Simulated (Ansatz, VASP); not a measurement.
# Be: VASP beside Ansatz

Contents of INCAR:

```
PREC = Accurate ; ENCUT = 600
EDIFF = 1E-6 ; ISMEAR = -1
SIGMA = 0.08 ; LREAL = False
LASPH = True ; NELM = 100
ALGO = Normal ; ISIF = 3
LWAVE = False ; LCHARG = False
GGA = PE ; IBRION = 2
NSW = 60 ; EDIFFG = -0.005
```

Contents of KPOINTS:

```
regular mesh
0
Gamma
  20 20 20
```

File POSCAR:

```
Be
1.0
    0.0000000000      1.5814258346      1.5814258346
    1.5814258346      0.0000000000      1.5814258346
    1.5814258346      1.5814258346      0.0000000000
Be
1
Direct
    0.0000000000      0.0000000000      0.0000000000
```

Input for Ansatz:

```yaml
crystal:
  lattice:
    - [0.0, 1.5814258346, 1.5814258346]
    - [1.5814258346, 0.0, 1.5814258346]
    - [1.5814258346, 1.5814258346, 0.0]
  atoms:
    - { symbol: Be, position: [0.0, 0.0, 0.0] }
kpoints:
  mp_grid: { grid: [20, 20, 20] }
scf:
  occupations: { method: fermi_dirac, width: 0.08 }
hamiltonian:
  xc: pbe
  pseudopotentials: { kind: paw }
output:
  forces: true
  stress: true
relax:
  f_tol: 0.005
  max_steps: 40
  cell: {}
```

Alike in both runs: task relaxation of cell and atoms; functional PBE; k mesh 20 × 20 × 20; occupations fermi-dirac, width 0.08 eV; no spin polarisation.

```csv
,VASP,Ansatz
version,VASP 6.6.1,Ansatz 0.2.0
potentials or method,"VASP PAW PBE potentials, release 64 (Be)","PAW with Ansatz's default frozen-core files, scalar-relativistic"
plane-wave cutoff (eV),600,420
valence electrons in the cell,2,2
```

Ansatz gave:

* relaxed volume (Å³/atom): 7.87
* relaxed cell length with the largest relative difference (Å): 2.233

**Question.** Estimate VASP's values.

**Answer.** Relaxed volume (Å³/atom): 7.89; relaxed cell length with the largest relative difference (Å): 2.234.
